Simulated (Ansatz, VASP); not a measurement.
Two plane-wave programs on PbS

```
Pb S
1.0
     4.11657    0.00000    0.00000
    -2.06097    3.56350    0.00000
     0.00000    0.00000    7.55994
Pb S
2 2
Direct
  0.00103 0.99897 0.48673
  0.99897 0.00103 0.98673
  0.66714 0.33286 0.69247
  0.33286 0.66714 0.19247
```

The cell comes from a database or a generator and needn't be the stable form of this composition.

Alike in both runs: task single point; functional LDA; k mesh 6 × 6 × 4; no spin polarisation.

|  | VASP | Ansatz |
| --- | --- | --- |
| version | VASP 6.6.1 | Ansatz 0.2.0 |
| potentials or method | VASP PAW LDA potentials, release 64 (Pb_d, S) | plane waves, PAW |
| plane-wave cutoff (eV) | 520 | 475 |
| occupations | gaussian, width 0.01 eV | fixed |
| valence electrons in the cell | 40 | 40 |

```csv
,VASP,Ansatz,Ansatz less VASP
gap on the k mesh at the Fermi level (eV),0.34,0.36,+0.018
```

Caveats: spin-orbit coupling is left out, which as a rule narrows the gap of such compounds by several tenths of an eV.
